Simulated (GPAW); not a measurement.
# Static electronic dielectric constant of zinc-blende CdS in PBE-RPA: k mesh, number of bands and local-field cutoff

A CdS window layer in a thin-film solar cell reflects part of the light before it reaches the absorber, and the optical design needs its refractive index, n = √ε∞ well below the absorption edge. In the table ε∞ falls from 10.78 on the coarsest mesh to 5.94 on the finest with 49 bands and a 60 eV cutoff. In n this is √10.78 = 3.28 against √5.94 = 2.44, and at normal incidence from air a reflectance of about 28% against 17%, from numerical settings alone. The sections below follow ε∞ in PBE-RPA as the k mesh, the number of bands and the local-field cutoff are changed. The 10×10×10, 49-band, 60 eV row serves as the reference row; no measured dielectric constant enters.

## How the numbers were made

The measured cell of a diffraction database, fixed. GPAW 26.7.0, plane waves with PAW (cutoff 500 eV), no spin polarisation, no spin-orbit coupling, clamped ions. Each name gives functional, response level, k mesh, size of the sum over states, local-field cutoff and any scissors shift of the empty bands; line broadening 0.15 eV. The smallest direct gap met on these meshes is 1.13 eV. All ran on Arm Neoverse V1, shared with other work, so times are rough. The same in all rows: scissors shift: 0.0 eV.

Notes on method and selection:

- Meshes coarser than about 0.2 1/Å can put ε∞ too high by tens of per cent where the direct gap is small.
- Runs that did not converge, have known faults or may not be shown are not listed, and runs on Ansatz's PAW sets soft_1 and soft_2 are kept to separate tables.

Columns:

- bands: bands in the sum.
- k spacing (1/Å): k-point spacing.
- ε∞: real dielectric constant at zero frequency.
- cost (core-s): processor time of the response step.

## The series

| member | bands | local-field cutoff (eV) | k spacing (1/Å) | ε∞ | cost (core-s) |
| --- | --- | --- | --- | --- | --- |
| PBE, RPA, 4×4×4, 35 bands, 60 eV | 35 | 60 | 0.47 | 10.78 | 4.2 |
| PBE, RPA, 5×5×5, 35 bands, 60 eV | 35 | 60 | 0.37 | 8.13 | 4.4 |
| PBE, RPA, 10×10×10, 49 bands, 10 eV | 49 | 10 | 0.19 | 6.57 | 13 |
| PBE, RPA, 7×7×7, 35 bands, 60 eV | 35 | 60 | 0.27 | 6.45 | 5.8 |
| PBE, RPA, 10×10×10, 49 bands, 20 eV | 49 | 20 | 0.19 | 6.00 | 13 |
| PBE, RPA, 10×10×10, 49 bands, 40 eV | 49 | 40 | 0.19 | 5.98 | 14 |
| PBE, RPA, 10×10×10, 49 bands, 60 eV | 49 | 60 | 0.19 | 5.94 | 14 |
| PBE, RPA, 10×10×10, 49 bands, 100 eV | 49 | 100 | 0.19 | 5.92 | 17 |
| PBE, RPA, 10×10×10, 33 bands, 60 eV | 33 | 60 | 0.19 | 5.92 | 10 |
| PBE, RPA, 10×10×10, 49 bands, 150 eV | 49 | 150 | 0.19 | 5.90 | 23 |
| PBE, RPA, 10×10×10, 21 bands, 60 eV | 21 | 60 | 0.19 | 5.87 | 7.1 |
| PBE, RPA, 10×10×10, 15 bands, 60 eV | 15 | 60 | 0.19 | 5.81 | 5.4 |
| PBE, RPA, 10×10×10, 12 bands, 60 eV | 12 | 60 | 0.19 | 5.53 | 4.7 |

## Reading the trend

The mesh dominates. From 4×4×4 to 7×7×7, at 35 bands and 60 eV, ε∞ falls from 10.78 to 6.45, and on 10×10×10 it is 5.92 with 33 bands. On that finest mesh, going from 12 to 49 bands raises ε∞ by 5.94 − 5.53 = 0.41, while raising the local-field cutoff from 10 to 150 eV lowers it by 6.57 − 5.90 = 0.67.

A model of the mesh effect follows from the sum over transitions. Without local fields, an N×N×N mesh gives

ε(N) = (1/N³) Σₖ f(k), with f(k) = 1 + A Σ |p(k)|² / E(k)³.

The inner sum runs over pairs of filled and empty bands, p is the momentum matrix element, E the direct transition energy, and A collects constants and the cell volume. The inverse cube makes f very large where E is small. In zinc-blende CdS that is at Γ, where the smallest direct gap is 1.13 eV.

Three assumptions reduce the sum to two parameters:

1. Every mesh contains Γ.
2. The peak of f around Γ is narrower than the mesh spacing, so that only the Γ point itself feels it.
3. The other N³ − 1 points have the same average, b, on every mesh.

Then

ε(N) = [f(Γ) + (N³ − 1) b] / N³ = b + C/N³, with C = f(Γ) − b.

C is positive, so a coarse mesh gives too large an ε∞: one point with an exceptionally strong response stands for 1/64 of the Brillouin zone on 4×4×4, but for only 1/1000 on 10×10×10. The parameter b is not the converged dielectric constant, because it leaves out the true, finite contribution of the region around Γ. The rows fitted below include local fields, so using the same form for them is a further approximation.

## The model against the table

The two coarsest meshes, 4×4×4 and 5×5×5, share 35 bands and a 60 eV cutoff, and they fix the model:

10.78 − 8.13 = 2.65 and, with 5 × 5 × 5 = 125, 1/64 − 1/125 = 0.007625, so

C = 2.65 / 0.007625 = 347.5

Any other mesh then follows from ε(N) = 8.13 − 347.5 × (1/125 − 1/N³). The weights of Γ needed are 1 / (5 × 5 × 5) = 0.008000, 1 / (7 × 7 × 7) = 0.002915 and 1 / (10 × 10 × 10) = 0.001.

**7×7×7, 35 bands, 60 eV.** 8.13 − 347.5 × (0.008000 − 0.002915) = 6.36. The table has 6.45, which is 0.09 higher.

**10×10×10, 33 bands, 60 eV.** 8.13 − 347.5 × (0.008000 − 0.001) = 5.70. The table has 5.92, which is higher by 5.92 − 5.70 = 0.22. The change from 35 to 33 bands matters little here, since going from 33 to 49 bands moves ε∞ by only 0.02.

The model contains neither the number of bands nor the cutoff, so it gives 5.70 for every row on the finest mesh. Two of these rows show what that neglects:

**10×10×10, 12 bands, 60 eV.** 5.53 − 5.70 = −0.17.

**10×10×10, 49 bands, 10 eV.** 6.57 − 5.70 = +0.87.

For the mesh itself the model is useful. Its misses of 0.09 on 7×7×7 and 5.94 − 5.70 = 0.24 on 10×10×10 with 49 bands compare with a mean distance of 1.63 between the four mesh values (10.78, 8.13, 6.45 and 5.94) and their average. Among rows that share a mesh it has no predictive content.

## Departures from the trend

On the finer meshes the model is too low, by 0.09 on 7×7×7 and by 0.24 on 10×10×10 with 49 bands and 60 eV. The likely cause is that the second assumption fails there. Near Γ the transition energy grows as ħ²k²/2μ. For a reduced mass μ of very roughly 0.1 electron masses it doubles at about 0.2 1/Å from Γ, which is close to the spacing of the 10×10×10 mesh. The neighbours of Γ then lie on the flank of the peak and add to ε∞.

The 10 eV row lies higher still, by a further 6.57 − 5.94 = 0.63, because it has no local fields, whereas the rows that fixed the model include them. The shortest non-zero reciprocal lattice vector is 4 × 0.47 = 1.88 1/Å long, with a kinetic energy of roughly 13 eV, so a 10 eV cutoff keeps only the uniform field. The 20 eV cutoff admits the first non-uniform components, whose induced fields oppose the applied one, and ε∞ drops to 6.00.

The 12-band row falls below the model because it keeps only three empty bands. Each missing transition would add a positive term to the static response.

## Cost

The mesh brings the largest change in ε∞, but the cheapest gain is the first step in the cutoff. On 10×10×10 with 49 bands, going from 10 to 20 eV removes 6.57 − 6.00 = 0.57 while the response step stays at 13 core-s, and no new bands are needed. Going from 4×4×4 with 35 bands to 10×10×10 with 33 bands removes 10.78 − 5.92 = 4.86 and takes the response step from 4.2 to 10 core-s. That rise is only a small part of the added time, because the denser mesh also needs its own bands. On the finest mesh, going from 15 to 49 bands takes it from 5.4 to 14 core-s for a change of only 0.13. Raising the cutoff from 20 to 150 eV changes ε∞ by only 0.10, while the response step goes from 13 to 23 core-s, a rough figure on shared machines. The column covers the response step alone. The bands, computed beforehand at fixed density, took several times as long as the response step on every mesh here, and far longer on 10×10×10 than on 4×4×4. All rows on the finest mesh share one set of 49 bands, so a shorter sum there saved time only in the response step.

## Conclusions

Between 4×4×4 and 10×10×10, the excess of ε∞ follows the weight of the Γ point to within about 0.2. On the finest mesh, 33 bands and a 20 eV cutoff each come within 0.06 of the reference row. The mesh is the least settled of the three settings: its last refinement still moved ε∞ by about 0.5, and no denser mesh is shown.

No omitted effect rivals the full spread of the table, but two exceed the 0.10 that separates the cutoffs from 20 to 150 eV. Their sizes here are rough general estimates, not results of this table. The PBE gap is too small, which raises ε∞ by roughly 10 to 20%. RPA leaves out the electron–hole attraction, and this omission lowers ε∞ by roughly 5 to 10%. The two errors partly cancel.
